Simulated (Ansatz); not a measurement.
## Ga16P15N (quasi-random alloy, started on the GaP lattice) (I-43m): the gap up the ladder of methods

Wanted: a ladder of band gaps for Ga16P15N (quasi-random alloy, started on the GaP lattice) (I-43m), from density functionals to G0W0.

Main program and level: Ansatz 0.2.0; density functionals, hybrids and G0W0, plane waves, PAW.

**1. Starting point**

The structure is cubic, space group I-43m (No. 217). Conventional cell: a = 10.660 Å, b = 10.660 Å, c = 10.660 Å, α = 90.00°, β = 90.00°, γ = 90.00°. Ga has 4 P at 2.31 to 2.34 Å nearest. Ga has 1 N at 2.01 Å and 3 P at 2.36 Å nearest. P has 4 Ga at 2.34 Å nearest. Nearest to P lie 4 Ga at 2.31 to 2.36 Å. Nearest to N lie 4 Ga at 2.01 Å. It derives from GaP. Farther neighbours and most contacts between anions are not listed.

The structure was relaxed with LDA. The runs that relaxed it are not among those shown. The default PAW set here is soft_2. Its files were made with PBE.

**2. LDA on the 4×4×4 mesh**

Levels along a band path and on the mesh show where this functional puts the band edges.

This step: DFT, LDA, plane waves, PAW.

input.yaml reads:

```yaml
crystal:
  lattice:
    - [-5.3297628509, 5.3297628509, -5.3297628509]
    - [5.3297628509, 5.3297628509, 5.3297628509]
    - [5.3297628509, -5.3297628509, -5.3297628509]
  atoms:
    - { symbol: Ga, position: [0.0023774915, -0.0027608072, 0.0] }
    - { symbol: Ga, position: [0.2527608072, 0.5027608072, 0.2551382986] }
    - { symbol: Ga, position: [0.5, -0.0027608072, 0.5023774915] }
    - { symbol: Ga, position: [0.7551382986, 0.5027608072, 0.7527608072] }
    - { symbol: Ga, position: [0.7472391928, 0.2523774915, 0.0] }
    - { symbol: Ga, position: [0.0023774915, 0.75, 0.2472391928] }
    - { symbol: Ga, position: [0.2448617014, 0.2476225085, 0.4976225085] }
    - { symbol: Ga, position: [0.5, 0.75, 0.7820947147] }
    - { symbol: Ga, position: [0.5, 0.5320947147, 0.0] }
    - { symbol: Ga, position: [0.7179052853, -0.0320947147, 0.2179052853] }
    - { symbol: Ga, position: [-0.0023774915, 0.4948617014, 0.4976225085] }
    - { symbol: Ga, position: [0.2527608072, 0.0051382986, 0.7527608072] }
    - { symbol: Ga, position: [0.2820947147, 0.75, 0.0] }
    - { symbol: Ga, position: [0.5, 0.2523774915, 0.2472391928] }
    - { symbol: Ga, position: [0.7472391928, 0.75, 0.5023774915] }
    - { symbol: Ga, position: [-0.0023774915, 0.2476225085, 0.7448617014] }
    - { symbol: P, position: [0.0, 0.25, 0.0] }
    - { symbol: P, position: [0.2548749376, 0.75, 0.2449427124] }
    - { symbol: P, position: [0.5, 0.25, 0.5] }
    - { symbol: P, position: [0.7449427124, 0.75, 0.7548749376] }
    - { symbol: P, position: [0.7449427124, 0.5048749376, 0.0] }
    - { symbol: P, position: [-0.0099322251, -0.0048749376, 0.2451250624] }
    - { symbol: P, position: [0.2550572876, 0.5050572876, 0.5099322251] }
    - { symbol: P, position: [0.5, -0.0050572876, 0.7548749376] }
    - { symbol: "N", position: [0.5, 0.75, 0.0] }
    - { symbol: P, position: [0.7451250624, 0.2400677749, 0.2451250624] }
    - { symbol: P, position: [0.0, 0.75, 0.5] }
    - { symbol: P, position: [0.2550572876, 0.2599322251, 0.7550572876] }
    - { symbol: P, position: [0.2548749376, -0.0050572876, 0.0] }
    - { symbol: P, position: [0.5, 0.5048749376, 0.2449427124] }
    - { symbol: P, position: [0.7451250624, -0.0048749376, 0.4900677749] }
    - { symbol: P, position: [0.0099322251, 0.5050572876, 0.7550572876] }
kpoints:
  mp_grid: { grid: [4, 4, 4] }
  band_path:
    path:
      - [[0.0, 0.0, 0.0], [0.5, 0.0, 0.0]]
      - [[0.0, 0.5, 0.0], [0.0, 0.0, 0.0], [0.0, 0.0, 0.5]]
      - [[0.5, 0.5, 0.5], [0.0, 0.0, 0.0]]
    npoints: 10
hamiltonian:
  xc: lda
scf:
  occupations: { method: fermi_dirac, width: 0.02 }
  n_extra_bands: 14
output:
  eigenvalues: true
  write_density: true
  write_potential: true
  elf: true
  volumetric_format: npy
```

Started as:

```bash
ansatz run input.yaml --threads 3 --pin off --max-ram 92160MiB --backend cuda --events-out ev --progress --plain --runs-dir out --devices 1 --max-vram 13GiB  # rebuilt from the run's record
```

Numbers of over 12 decimals in the logs are rounded to 6 here.

Output:

```text
scf.n_extra_bands = 14 over 144 filled bands (N_el = 288.0): the run solves 158 bands
GPUs: using 1 of 1 available (devices: 1).
Engine: ansatz 0.2.0, x86_64-unknown-linux-gnu
Pseudopotentials: kind: paw
Pseudopotential: Ga, paw, valence charge 13, recommended cutoff 420 eV (normal), Ga.paw.azcp
Pseudopotential: P, paw, valence charge 5, recommended cutoff 420 eV (normal), P.paw.azcp
Pseudopotential: N, paw, valence charge 5, recommended cutoff 420 eV (normal), N.paw.azcp
Functional definition: SPW92
  exchange = slater_x
  correlation = pw_c
device memory: the entry about to start is reckoned to put 8.4 GiB on a device that reports 47.3 GiB free (of which the cap on the GPU budget leaves the run 13.0 GiB)
GPU FFT provider: cuFFT
GPU libraries: cuBLAS 13.8.2, cuFFT 12.4.0, cuSOLVER 12.3.4
Crystal: 32 atoms, lattice volume = 605.597 Å³
Basis set: ecut = 420 eV, 11849 PW (Γ)
Bands: 158, of which v1, the nominal top of the filled ones, is band 144 counted from 1 (143 counted from 0)
Symmetry: 24 space group operations
Space group: I-43m (ITA 217), of the structure as read, at distance tolerance 8.5e-5 Å
k-points: 8 of 64 (time reversal used)
Non-local potential: Ga, projectors of the file, l = 0: 2, l = 1: 2, l = 2: 3, l = 3: 1
Non-local potential: P, projectors of the file, l = 0: 2, l = 1: 2, l = 2: 2
Non-local potential: N, projectors of the file, l = 0: 2, l = 1: 2, l = 2: 1
PAW form: soft (Blöchl's): semilocal exchange-correlation on the pseudo side does not see the compensation charge
PAW frozen core: Ga, regenerated for the run's functional, and the local potential with it (the file was generated under x = pbe(κ = 0.804, μ = 0.219515), c = pbe(β = 0.066725))
PAW frozen core: P, regenerated for the run's functional, and the local potential with it (the file was generated under x = pbe(κ = 0.804, μ = 0.219515), c = pbe(β = 0.066725))
PAW frozen core: N, regenerated for the run's functional, and the local potential with it (the file was generated under x = pbe(κ = 0.804, μ = 0.219515), c = pbe(β = 0.066725))
PAW one-centre angular grid: Ga, 590 points (default); XC on 64 Gauss nodes
PAW one-centre angular grid: P, 110 points (default); XC on 64 Gauss nodes
PAW one-centre angular grid: N, 110 points (default); XC on 64 Gauss nodes
Initial density: superposition of atomic densities (neutral atoms: chi_scale 0, normalization atom), corrected by the library's trained network
Initial wavefunctions: pseudopotential atomic-orbital guess
GPU buffer pool allocated for 262144 grid points (all kernels)
GPU transforms: local potential and band sums: pruned to the plane-wave sphere, on 64×64×64
Functional: x = slater, c = lda
SCF iter   1: F=—  HF=-70587.592359 eV  |F-HF|=—  |Δ(HF+E_count)|=         —  Δρ=7.38e-3  dr2=2.90e-1  ethr=1.77e-3  ⟨swp⟩=7.8  Hψ=5326  notcnv=0  defer=1
preconditioner: auto → Resta (q_TF=auto, 2.410 Å⁻¹)  ε∞=4.8  [insulator: Δε(μ)=0.907 eV  Ē_g=13.151 eV  σ=0.020 eV  W_gap=1.00  n_scr=140 (ndim 8)  ℏωp=25.6 eV  f_vac=0.006  D(μ)=0.00/eV (n_scr^D=0)  ε∞_Penn≈4.8]
SCF iter   2: F=—  HF=-70587.520572 eV  |F-HF|=—  |Δ(HF+E_count)|=   7.18e-2  Δρ=3.40e-3  dr2=6.33e-2  ethr=1.01e-4  ⟨swp⟩=2.6  Hψ=2752  notcnv=0  defer=63
SCF iter   3: F=—  HF=-70587.508357 eV  |F-HF|=—  |Δ(HF+E_count)|=   1.22e-2  Δρ=1.81e-3  dr2=2.15e-2  ethr=2.20e-5  ⟨swp⟩=3.0  Hψ=2452  notcnv=0  defer=63
SCF iter   4: F=—  HF=-70587.504918 eV  |F-HF|=—  |Δ(HF+E_count)|=   3.44e-3  Δρ=4.10e-4  dr2=8.88e-4  ethr=7.48e-6  ⟨swp⟩=2.9  Hψ=2513  notcnv=0  defer=63
SCF iter   5: F=—  HF=-70587.503750 eV  |F-HF|=—  |Δ(HF+E_count)|=   1.17e-3  Δρ=1.29e-4  dr2=9.73e-5  ethr=3.08e-7  ⟨swp⟩=2.6  Hψ=2455  notcnv=0  defer=63
SCF iter   6: F=—  HF=-70587.504387 eV  |F-HF|=—  |Δ(HF+E_count)|=   6.37e-4  Δρ=4.52e-5  dr2=1.76e-5  ethr=3.38e-8  ⟨swp⟩=2.1  Hψ=2380  notcnv=0  defer=63
SCF iter   7: F=—  HF=-70587.504386 eV  |F-HF|=—  |Δ(HF+E_count)|=   1.16e-6  Δρ=1.46e-5  dr2=1.43e-6  ethr=6.10e-9  ⟨swp⟩=2.0  Hψ=2371  notcnv=0  defer=63
SCF iter   8: F=-70587.504386 eV  HF=-70587.504386 eV  |F-HF|=2.08e-8  |Δ(HF+E_count)|=   2.47e-7  Δρ=3.43e-6  dr2=8.53e-8  ethr=3.47e-11  ⟨swp⟩=9.2  Hψ=6475  notcnv=0
SCF 1 converged in 8 iterations: F = -70587.504386 eV  dr2 = 8.53e-8
[...]
device memory: the entry about to start is reckoned to put 6.8 GiB on a device that reports 53.3 GiB free (of which the cap on the GPU budget leaves the run 13.0 GiB)
NSCF: frozen V_eff on 43 k-points
SCF converged after 8 iterations
Free energy (F): -70587.504386 eV
Harris-Foulkes:  -70587.504386 eV  (|F-HF|=2.08e-8)
Internal energy: -70587.504386 eV  (E = F + TS)
E sigma→0 (E₀):  -70587.504386 eV
Fermi energy:    7.968181 eV
--- Per-component energies (eV) ---
  E_band       = -885.324348
  E_kinetic    = 3061.905542
  E_local      = -34991.479003  (includes V_loc(G=0)·N_el)
  E_nonlocal   = 7408.269704
  E_hartree    = 16172.135201
  E_xc         = -2088.109778
  E_vxc        = -1939.824060  (∫ρ·V_xc dr)
  E_paw        = -38825.790632  (= ΣΔE_a)
  E_vpaw       = -6768.462484  (= ΣTr[D̂ρ^β])
  E_aug_tail   = -0.001887  (compensation charges beyond the density's cutoff)
  E_ewald      = -21353.929528
  E_core_change = 29.495995  (= ΣΔE_core)
  E_smearing   = -0.000000  (= −TS)
  E_closure    = -0.000000  (closes the sum)
  Σ components = -70587.504386   (vs F -70587.504386, Δ=0.00e0)
--- Band table (eV; the first three rows and the last of 8) ---
  k-point 0: bands = [... 140 lower, 6.4047, 7.4740, 7.4740, 7.4740, 8.4350, 8.8544, 8.8544, 9.2066, ... 10 higher]
  k-point 1: bands = [... 140 lower, 6.4718, 6.7791, 7.0718, 7.4234, 8.9093, 9.1553, 9.2036, 9.5541, ... 10 higher]
  k-point 2: bands = [... 140 lower, 6.1201, 6.1403, 6.9921, 7.3390, 9.1826, 9.6424, 9.6744, 9.8127, ... 10 higher]
  k-point 7: bands = [... 140 lower, 6.3802, 6.3802, 6.4967, 6.4967, 8.5241, 9.2767, 9.2767, 9.2767, ... 10 higher]
```

Elapsed: 9.5 s, on 1 × NVIDIA H100 80GB HBM3 (shared by 6 runs) with 3 threads of AMD EPYC 7R13 (Zen 3), shared host; peak memory 1.3 GiB.

This step gave:

- filled bands: 144
- gap: 0.9610 eV
- valence top at: Γ
- conduction bottom at: Γ
- least direct gap: 0.9610 eV

Over mesh and path the gap is 0.961 eV, in a supercell, where edges may be folded.

**3. LDA+SOC on the 4×4×4 mesh**

This run has two-component orbitals with spin-orbit coupling.

This step: DFT, LDA with spin-orbit coupling, plane waves, PAW.

Changes to input.yaml since step 2:

```diff
@@ -42,6 +42,8 @@
     path:
-      - [[0.0, 0.0, 0.0], [0.5, 0.0, 0.0]]
-      - [[0.0, 0.5, 0.0], [0.0, 0.0, 0.0], [0.0, 0.0, 0.5]]
-      - [[0.5, 0.5, 0.5], [0.0, 0.0, 0.0]]
-    npoints: 10
+      - [0.0, 0.0, 0.0]
+      - [0.5, 0.0, 0.0]
+      - [0.0, 0.5, 0.0]
+      - [0.0, 0.0, 0.5]
+      - [0.5, 0.5, 0.5]
+    npoints: 1
 hamiltonian:
@@ -50,8 +52,7 @@
   occupations: { method: fermi_dirac, width: 0.02 }
-  n_extra_bands: 14
+  n_extra_bands: 28
+magnetization:
+  noncollinear: true
+  spin_orbit: true
 output:
   eigenvalues: true
-  write_density: true
-  write_potential: true
-  elf: true
-  volumetric_format: npy
```

Output:

```text
[...]
GPUs: using 1 of 1 available (devices: 1).
[...]
non-collinear run that drives no moment, with spin-orbit: no starting moment large enough to seed its density (crystal.atoms[].spin), no starting occupations that ask for one, no magnetisation constraint and no magnetic field, so the semilocal B_xc is pinned to zero
GPU FFT provider: cuFFT
GPU libraries: cuBLAS 13.8.2, cuFFT 12.4.0, cuSOLVER 12.3.4
Crystal: 32 atoms, lattice volume = 605.597 Å³
Basis set: ecut = 420 eV, 11849 PW (Γ)
Bands: 316, of which v1, the nominal top of the filled ones, is band 288 counted from 1 (287 counted from 0)
Symmetry: 24 space group operations + 24 with time reversal
[...]
k-points: 8 of 64 (time reversal used)
Projection manifold: j_resolved (fully-relativistic pseudo-atomic orbitals)
[...]
GPU buffer pool allocated for 262144 grid points (all kernels)
[...]
site 7: m = (+0.0000, +0.0000, +0.0000) μB, |m| = 0.0000 μB  (R = 0.83 Å)
[...]
site 28: m = (+0.0000, +0.0000, +0.0000) μB, |m| = 0.0000 μB  (R = 0.95 Å)
  site 29: m = (+0.0000, +0.0000, +0.0000) μB, |m| = 0.0000 μB  (R = 0.95 Å)
  site 30: m = (+0.0000, +0.0000, +0.0000) μB, |m| = 0.0000 μB  (R = 0.95 Å)
  site 31: m = (+0.0000, +0.0000, +0.0000) μB, |m| = 0.0000 μB  (R = 0.95 Å)
Free energy (F): -70588.731701 eV
[...]
Internal energy: -70588.731701 eV  (E = F + TS)
E sigma→0 (E₀):  -70588.731701 eV
Fermi energy:    7.976273 eV
[...]
--- Band table (eV; the first three rows and the last of 8) ---
  k-point 0: bands = [... 284 lower, 7.5011, 7.5011, 7.5011, 7.5011, 8.4351, 8.4351, 8.8543, 8.8543, ... 24 higher]
  k-point 1: bands = [... 284 lower, 7.0582, 7.0804, 7.4232, 7.4269, 8.9061, 8.9118, 9.1531, 9.1568, ... 24 higher]
  k-point 2: bands = [... 284 lower, 6.9921, 6.9921, 7.3388, 7.3388, 9.1823, 9.1823, 9.6421, 9.6421, ... 24 higher]
  k-point 7: bands = [... 284 lower, 6.5039, 6.5039, 6.5039, 6.5039, 8.5242, 8.5242, 9.2754, 9.2754, ... 24 higher]
[key lines of the parts left out:]
SCF converged after 10 iterations
Magnetization: |M| = 0.0000 μB,  M = (+0.0000, +0.0000, +0.0000) μB
```

Run time: 10 s. Hardware: 1 × NVIDIA H100 80GB HBM3 (shared by 6 runs) with 3 threads; peak memory 1.8 GiB.

Numbers from this step:

| Item | Value |
| --- | --- |
| gap | 0.9340 eV |
| valence top at | Γ |
| conduction bottom at | Γ |
| least direct gap | 0.9340 eV |

Over mesh and listed points the gap is 0.934 eV, in a supercell, where edges may be folded. LDA+SOC against LDA: 0.934 − 0.961 = −0.027 eV, with the same mesh, set of files (read in its fully relativistic form for the spin-orbit run) and cutoff, and both edges at the same k points. The spin-orbit run sees mesh and listed points alone, so its gap is an upper bound: the coupling can move an edge off these points, the more so as this crystal has no centre of inversion, and the change over the zone, its sign included where it is small, is not known.

**4. r2SCAN on the 4×4×4 mesh**

r2SCAN is a meta-GGA: it depends on the kinetic-energy density as well as on the density and its gradient.

This step: DFT, r2SCAN, plane waves, PAW.

Changes to input.yaml since step 3:

```diff
@@ -49,9 +49,6 @@
 hamiltonian:
-  xc: lda
+  xc: r2scan
 scf:
-  occupations: { method: fermi_dirac, width: 0.02 }
-  n_extra_bands: 28
-magnetization:
-  noncollinear: true
-  spin_orbit: true
+  occupations: { method: fixed }
+  n_extra_bands: 14
 output:
```

Output:

```text
[...]
GPUs: using 1 of 1 available (devices: 1).
[...]
GPU FFT provider: cuFFT
GPU libraries: cuBLAS 13.8.2, cuFFT 12.4.0, cuSOLVER 12.3.4
Crystal: 32 atoms, lattice volume = 605.597 Å³
Basis set: ecut = 500 eV, 15395 PW (Γ), exchange–correlation on 288×288×288 points (64 copies of the dense FFT grid, shifted against one another)
[...]
--- Band table (eV; the first three rows and the last of 8) ---
  k-point 0: bands = [... 140 lower, 6.4368, 7.5439, 7.5439, 7.5439, 8.9417, 9.3331, 9.3331, 9.6927, ... 10 higher]
  k-point 1: bands = [... 140 lower, 6.5156, 6.8255, 7.1372, 7.4919, 9.3664, 9.6374, 9.6794, 10.0527, ... 10 higher]
  k-point 2: bands = [... 140 lower, 6.1436, 6.1831, 7.0522, 7.4025, 9.6433, 10.1400, 10.1832, 10.3382, ... 10 higher]
  k-point 7: bands = [... 140 lower, 6.4041, 6.4041, 6.5301, 6.5301, 9.0477, 9.8837, 9.8837, 9.8837, ... 10 higher]
[key lines of the parts left out:]
SCF converged after 9 iterations
Free energy (F): -72432.236229 eV
Fermi energy:    7.543882 eV
```

Elapsed: 9.1 s, on 1 × NVIDIA H100 80GB HBM3 (shared by 6 runs) with 3 threads; peak memory 2.1 GiB.

This step gave:

* gap: 1.398 eV
* valence top at: Γ
* conduction bottom at: Γ
* least direct gap: 1.398 eV

Over mesh and listed points the gap is 1.398 eV, in a supercell, where edges may be folded. r2SCAN against LDA: 1.398 − 0.961 = +0.437 eV. The runs also differ in plane-wave cutoff (420 eV and 500 eV), so how much of this comes from the functional alone is not known.

**5. HSE06 on the 2×2×2 mesh**

HSE06 mixes in a quarter of exact exchange at short range.

This step: DFT, HSE06, plane waves, PAW.

Changes to input.yaml since step 4:

```diff
@@ -39,3 +39,3 @@
 kpoints:
-  mp_grid: { grid: [4, 4, 4] }
+  mp_grid: { grid: [2, 2, 2] }
   band_path:
@@ -49,3 +49,3 @@
 hamiltonian:
-  xc: r2scan
+  xc: hse06
 scf:
```

Output:

```text
[...]
GPUs: using 1 of 1 available (devices: 1).
[...]
davidson cushion auto → on  (no smearing: the cushion is to keep the highest requested band from converging to the state above it; pin scf.eigensolver.cushion to override)
[...]
GPU FFT provider: cuFFT
GPU libraries: cuBLAS 13.8.2, cuFFT 12.4.0, cuSOLVER 12.3.4
Crystal: 32 atoms, lattice volume = 605.597 Å³
Basis set: ecut = 420 eV, 11849 PW (Γ)
[...]
Free energy (F): -72276.010274 eV
Frozen-core exchange: fock
[...]
Internal energy: -72276.010274 eV  (E = F + TS)
E sigma→0 (E₀):  -72276.010274 eV
Fermi energy:    7.281988 eV
[...]
--- Band table (eV) ---
  k-point 0: bands = [... 140 lower, 6.1369, 7.2820, 7.2820, 7.2820, 9.1306, 9.4474, 9.4474, 9.9101, ... 10 higher]
  k-point 1: bands = [... 140 lower, 5.8372, 5.8871, 6.7746, 7.1427, 9.8703, 10.3176, 10.4058, 10.5869, ... 10 higher]
  k-point 2: bands = [... 140 lower, 6.1102, 6.1102, 6.2301, 6.2301, 9.2762, 10.1107, 10.1107, 10.1107, ... 10 higher]
```

Run time: 81 s. Hardware: 1 × NVIDIA H100 80GB HBM3 (shared by 6 runs) with 3 threads; peak memory 2.1 GiB; 3.3 min of CPU time.

This step gave:

```
gap                     : 1.849 eV
valence top at          : Γ
conduction bottom at    : Γ
least direct gap        : 1.849 eV
exact-exchange fraction : 0.25
```

Over mesh and listed points the gap is 1.849 eV, in a supercell, where edges may be folded. HSE06 against LDA: 1.849 − 0.961 = +0.888 eV. The runs also differ in mesh (4×4×4 and 2×2×2), so how much of this comes from the functional alone is not known.

[end of part 1 of 2]

[Paths, hosts, dates, memory and timing lines, banners, echoed tables and standing remarks are left out of the program output.]

[Logs are printed without paths, hosts, clocks, repeated set-up lines and the standing remarks that a program may print on its own settings, such as how far it seeks lower states.]

[Runs of the session that timed out or met a known fault of the program may be left out.]

[Cells called generated may have been cut or substituted from an entry of the Crystallography Open Database or the Materials Project.]

[Hosts, paths, dates, database ids (printed as entryN), source tags and the programs' standing remarks are cut or masked in the printed files.]

[Where an RPA ε∞ is given, it is that of the G0W0 mesh and is not shown converged in it. Names of k-points follow the symmetry that the program found, which can be lower than the space group named. Band edges on a path are those of the sampled points; other points can move an edge, and change direct to indirect where valleys lie close.]

[Hybrid gaps are those of their k-mesh and are not shown converged in it.]
